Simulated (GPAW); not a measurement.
## BN: band structure with revPBE

**The experiment to reproduce.**

From a printed reference work, monograph, for a bulk crystal of BN at 300 K: band gap 6.4 eV (indirect).

BN:

```
CELL_PARAMETERS angstrom
0.00000 1.81300 1.81300
1.81300 0.00000 1.81300
1.81300 1.81300 0.00000
ATOMIC_POSITIONS crystal
N 0.25000 0.25000 0.25000
B 0.00000 0.00000 0.00000
```

The cell is a database's computed one.

```json
{
  "Program": "GPAW 26.7.0",
  "Task": "band structure",
  "Functional": "revPBE",
  "Potentials or basis": "the program's PAW data sets (release 1.2.1) made for this functional",
  "Cutoff": "800 eV",
  "Basis": "pw",
  "k mesh": "13 × 13 × 13",
  "Occupations": "fermi-dirac, width 0.05 eV",
  "Spin": "no spin polarisation",
  "Maxiter": "150",
  "Band path": "GXWKGLUWLK,UX",
  "Band points": "80"
}
```

```yaml
Pressure: 2.9 GPa
Band_gap_on_the_k_mesh: 4.56 eV, indirect (least direct gap 8.84 eV)
Band_gap_along_the_path: 4.48 eV, indirect (least direct gap 8.84 eV)
```

Levels at the corners of the path, in eV from the valence-band top:
```tsv
point	band 2	band 3	band 4	band 5	band 6	band 7
Γ	0.00	0.00	0.00	8.84	8.84	8.84
X	-8.88	-4.86	-4.86	4.48	9.20	17.89
W	-7.58	-6.89	-6.44	9.60	13.26	14.54
K	-8.10	-7.58	-4.04	6.92	12.82	15.80
Γ	0.00	0.00	0.00	8.84	8.84	8.84
L	-10.62	-1.92	-1.92	10.03	10.71	10.71
U	-8.10	-7.58	-4.04	6.92	12.82	15.80
W	-7.58	-6.89	-6.44	9.60	13.26	14.54
L	-10.62	-1.92	-1.92	10.03	10.71	10.71
K	-8.10	-7.58	-4.04	6.92	12.82	15.80
U	-8.10	-7.58	-4.04	6.92	12.82	15.80
X	-8.88	-4.86	-4.86	4.48	9.20	17.89
```

Wall time 25 s on 1 thread of Arm Neoverse V1, with other jobs on the host, peak memory 0.18 GiB.

Against the measured gap of BN, 6.4 eV (indirect; 300 K; a printed reference work, monograph), the calculated 4.48 eV is off by -1.92 eV. The value is that of revPBE, without temperature or zero-point motion. Semilocal functionals fall short of measured gaps as a rule. The cell is a database's relaxed one, not the measured one, which moves gaps too.
